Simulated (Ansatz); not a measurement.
# VH2: how the settings move a single-point run

Aim: see which settings change the result for VH2, by how much, and at what cost.

Program: Ansatz 0.2.0. Level of theory: reference: DFT, LDA, all-electron LAPW, scalar-relativistic. These are calculated values, not measurements.

2 further runs of the same task are left out: 2 that didn't finish.

### Step 1. The structure to begin with

Symmetry: Fm-3m, No. 225, cubic system. Conventional cell: a = 3.499 Å, b = 3.499 Å, c = 3.499 Å, α = 90.00°, β = 90.00°, γ = 90.00°. Around V (site symmetry m-3m) lie 8 H at 1.52 Å. Around H (site symmetry -43m) lie 4 V at 1.52 Å.

As a file:

```cif
data_structure
_symmetry_space_group_name_H-M 'P 1'
_symmetry_Int_Tables_number 1
_cell_length_a 2.4744
_cell_length_b 2.4744
_cell_length_c 2.4744
_cell_angle_alpha 60.000
_cell_angle_beta 60.000
_cell_angle_gamma 60.000
_cell_volume 10.71
loop_
_atom_site_label
_atom_site_type_symbol
_atom_site_fract_x
_atom_site_fract_y
_atom_site_fract_z
_atom_site_occupancy
V1 V 0.00000 0.00000 0.00000 1
H1 H 0.25000 0.25000 0.25000 1
H2 H 0.75000 0.75000 0.75000 1
```

### Step 2. Reference

The input, input.yaml:

```yaml
crystal:
  lattice:
    - [0.0, 1.7496605734, 1.7496605734]
    - [1.7496605734, 0.0, 1.7496605734]
    - [1.7496605734, 1.7496605734, 0.0]
  atoms:
    - { symbol: V, position: [0.0, 0.0, 0.0], spin: 1.5 }
    - { symbol: H, position: [0.25, 0.25, 0.25] }
    - { symbol: H, position: [0.75, 0.75, 0.75] }
magnetization:
  spin_polarized: true
kpoints:
  mp_grid: { grid: [15, 15, 15] }
  band_path:
    path:
      - [0.0, 0.0, 0.0]
      - [0.5, 0.0, 0.5]
      - [0.625, 0.25, 0.625]
      - [0.375, 0.375, 0.75]
      - [0.0, 0.0, 0.0]
      - [0.5, 0.5, 0.5]
      - [0.5, 0.25, 0.75]
      - [0.5, 0.0, 0.5]
    npoints: 6
scf:
  occupations: { method: fermi_dirac, width: 0.05 }
hamiltonian:
  xc: lda
  pseudopotentials: { kind: all_electron, lapw: { basis_error: 0.001 } }
output:
  forces: true
  stress: true
  eigenvalues: true
  populations: true
```

Started as:

```sh
> ansatz run input.yaml --threads 1 --pin off --max-ram 3072MiB --backend cpu --events-out ev --progress --plain --runs-dir out
```

### Step 3. Variant: mixing.algorithm msr1, mixing.beta 0.5, mixing.ndim 2

Edit input.yaml of step 2 so:

```diff
@@ -26,2 +26,3 @@
   occupations: { method: fermi_dirac, width: 0.05 }
+  mixing: { algorithm: msr1, beta: 0.5, ndim: 2 }
 hamiltonian:
```

### Step 4. Changing settings: preconditioner kerker

Edit input.yaml of step 2 so:

```diff
@@ -26,2 +26,3 @@
   occupations: { method: fermi_dirac, width: 0.05 }
+  mixing: { preconditioner: kerker }
 hamiltonian:
```

Before running it: what results should come out? Wanted: for each run, ending; energy change; pressure; gap; force.

**Answer**, as computed:

```csv
run,ending,energy change,pressure (GPa),gap (eV),force (eV/Å),cycles,time
reference,converged,0,269.5,0.00,0.00,9,32 s
"1: mixing.algorithm msr1, mixing.beta 0.5, mixing.ndim 2",converged,0.0 meV/atom,269.5,0.00,0.00,14,43 s
2: preconditioner kerker,converged,0.0 meV/atom,269.5,0.00,0.00,10,34 s
```

Residual by cycle in the longest SCF loop of each run; runs are numbered as in the table. The quantity is the density residual dr2, in eV.

```csv
cycle,reference,run 1,run 2
1,1.22,1.12,1.22
2,0.416,0.134,0.651
3,0.0097,0.0159,0.0474
5,1.7e-6,3.8e-5,1.0e-4
6,1.1e-8,1.6e-6,1.0e-5
7,5.9e-10,3.1e-6,1.9e-7
8,2.4e-11,3.3e-7,1.2e-8
9,1.1e-13,1.4e-8,4.9e-10
10,-,1.4e-10,4.0e-12
12,-,1.6e-10,-
13,-,2.1e-11,-
14,-,1.9e-12,-
```

Of the converged runs whose energies compare with the reference's, none moves it noticeably. The structure is not at rest: the sound run finds 270 GPa, so these are no properties of the relaxed crystal. 
